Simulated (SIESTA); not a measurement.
# MgB2 in SIESTA: the effect of functional

Crystal: MgB2.

```
Mg B
1.0
     3.08500    0.00000    0.00000
    -1.54250    2.67169    0.00000
     0.00000    0.00000    3.52300
Mg B
1 2
Direct
  0.00000 0.00000 0.00000
  0.66667 0.33333 0.50000
  0.33333 0.66667 0.50000
```

Alike in all runs:

```yaml
Program: SIESTA 5.4.2
Task: band structure
Basis: DZP (energy shift 0.003 Ry; two zetas on semicore shells)
Grid_cutoff: 800 Ry
Energy_shift: 0.003 Ry
k_mesh: 10 × 10 × 8
Occupations: fermi-dirac, width 0.05 eV
Spin: no spin polarisation
```

```tsv
functional	potentials or basis	pressure (GPa)
AM05	PseudoDojo 0.4 standard (PBEsol files)	2.2
BLYP	PseudoDojo 0.4 standard (PBE files)	?
vdW-DF-cx	PseudoDojo 0.4 standard (PBE files)	3.6
```

**Question.** What does the run with functional BLYP give?

**Answer.** Pressure 7.2 GPa.

Caveats: the potentials were made for another functional, which shifts forces and pressure; the basis of atomic orbitals isn't converged, which shifts pressures, moduli and gaps.
